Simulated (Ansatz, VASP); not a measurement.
# Two plane-wave programs on Na

INCAR

```
  PREC = Accurate
  ENCUT = 520
  EDIFF = 1E-6
  ISMEAR = -1
  SIGMA = 0.05
  LREAL = F
  LASPH = T
  NELM = 100
  ALGO = Normal
  ISIF = 2
  LWAVE = F
  LCHARG = F
  GGA = PS
  NBANDS = 10
```

File KPOINTS:

```
Automatic mesh
0
Gamma
  9 9 9
```

POSCAR

```
Na
1.0
   -2.0972938588      2.0972938588      2.0972938588
    2.0972938588     -2.0972938588      2.0972938588
    2.0972938588      2.0972938588     -2.0972938588
Na
1
Direct
    0.0000000000      0.0000000000      0.0000000000
```

Contents of input.yaml:

```yaml
crystal:
  lattice:
    - [-2.0972938588, 2.0972938588, 2.0972938588]
    - [2.0972938588, -2.0972938588, 2.0972938588]
    - [2.0972938588, 2.0972938588, -2.0972938588]
  atoms:
    - { symbol: Na, position: [0.0, 0.0, 0.0] }
hamiltonian:
  xc: pbesol
  pseudopotentials: { kind: paw }
kpoints:
  mp_grid: { grid: [9, 9, 9] }
scf:
  occupations: { method: fermi_dirac, width: 0.05 }
output:
  forces: true
  stress: true
  eigenvalues: true
  write_density: true
  write_potential: true
  elf: true
  volumetric_format: npy
```

Alike in both runs: task single point; functional PBEsol; k mesh 9 × 9 × 9; occupations fermi-dirac, width 0.05 eV; no spin polarisation.

|  | VASP | Ansatz |
| --- | --- | --- |
| version | VASP 6.6.1 | Ansatz 0.2.0 |
| potentials or method | VASP PAW PBE potentials, release 64 (Na_pv) | Ansatz PAW |
| plane-wave cutoff (eV) | 520 | 420 |
| valence electrons in the cell | 7 | 9 |

VASP gave:

* gap on the k mesh at the Fermi level (eV): none
* pressure (GPa): -0.2

Problem. Estimate Ansatz's values.

Solution. gap on the k mesh at the Fermi level (eV): none; pressure (GPa): -0.1.

A gap of «none» marks a metal or a gap that the smearing closes. The two sets of potentials don't hold the same shells in valence.

Caveats: the PAW data sets were made with another functional, which shifts forces and pressure a little (VASP); the PAW data sets come from PBE, with cores solved anew for the run's functional, which leaves a small shift of forces and pressure (Ansatz).
